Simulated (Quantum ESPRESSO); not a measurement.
Wanted: the native input for a Quantum ESPRESSO 7.5 run.

```
Task                : single point
Functional          : PBE
Potentials or basis : SG15 PBE 1.2
Cutoff              : 952 eV
Density cutoff      : 3810 eV
k mesh              : 6 × 6 × 6
Occupations         : fermi-dirac, width 0.05 eV
Spin                : no spin polarisation
Mixing beta         : 0.5
Most SCF iterations : 120
SCF threshold       : 4e-10 Ry
```

KCl (Sylvite):

```
CELL_PARAMETERS angstrom
0.00000 3.14647 3.14647
3.14647 0.00000 3.14647
3.14647 3.14647 0.00000
ATOMIC_POSITIONS crystal
K 0.00000 0.00000 0.00000
Cl 0.50000 0.50000 0.50000
```

One way to write it, as run:

pw.in

```
&CONTROL
  calculation = 'scf'
  prefix = 'pwscf'
  outdir = './tmp'
  pseudo_dir = './pseudo'
  tprnfor = .true.
  tstress = .true.
  disk_io = 'nowf'
/
&SYSTEM
  ibrav = 0
  nat = 2
  ntyp = 2
  ecutwfc = 70
  nbnd = 14
  occupations = 'smearing'
  smearing = 'fd'
  degauss = 0.00367493
/
&ELECTRONS
  conv_thr = 4d-10
  electron_maxstep = 120
  mixing_beta = 0.5
/
ATOMIC_SPECIES
K     39.0983 K_ONCV_PBE-1.2.upf
Cl    35.4500 Cl_ONCV_PBE-1.2.upf
CELL_PARAMETERS angstrom
   0.0000000000    3.1464700000    3.1464700000
   3.1464700000    0.0000000000    3.1464700000
   3.1464700000    3.1464700000    0.0000000000
ATOMIC_POSITIONS crystal
K      0.0000000000    0.0000000000    0.0000000000
Cl     0.5000000000    0.5000000000    0.5000000000
K_POINTS automatic
6 6 6 0 0 0
```

Potentials or basis: SG15 PBE 1.2.

Run with:

```sh
$ OMP_NUM_THREADS=1 mpirun -n 4 pw.x -nk 4 -in pw.in > pw.out
```

It gave:

The pressure is 0.7 GPa and the band gap on the k mesh is 5.19 eV, direct.

Caveat: this potential file gives levels or pressures that part from those of other sets.

Wall time 6.4 s on 4 MPI ranks on Intel(R) Xeon(R) Platinum 8259CL CPU @ 2.50GHz (Skylake/Cascade Lake) (shared host), peak memory 0.32 GiB a rank.
